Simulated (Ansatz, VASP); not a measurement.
**One calculation of Tl, two programs**

```
Tl
1.0
     0.05539    2.45497    2.49415
     2.43689    0.05251    2.49703
     2.49831    2.51927   -0.00891
Tl
1
Direct
  0.00082 0.00172 0.99810
```

Change from the starting cell: cell strained at random at fixed volume.

Alike in both runs: functional r2SCAN; k mesh 9 × 9 × 9; occupations fermi-dirac, width 0.15 eV; no spin polarisation.

|  | VASP | Ansatz |
| --- | --- | --- |
| version | VASP 6.6.1 | Ansatz 0.2.0 |
| potentials or method | VASP PAW PBE potentials, release 64 (Tl_d), cutoff 520 eV | all-electron PAW datasets made for the crystal |
| task | single point | electrostatic potential |

|  | VASP | Ansatz | Ansatz less VASP |
| --- | --- | --- | --- |
| gap on the k mesh at the Fermi level (eV) | none | none | - |
| pressure (GPa) | 0.0 | 0.0 | +0.05 |
| largest component of the traceless stress (GPa) | 0.37 | 0.36 | -0.006 |

A gap of «none» marks a metal or a gap that the smearing closes. Ansatz ran all-electron here, so the differences hold the error of VASP's frozen core and of both bases.

Caveats: the PAW data sets were made with another functional, which shifts forces and pressure a little (VASP). Spin-orbit coupling is left out, which matters for the levels of Tl.
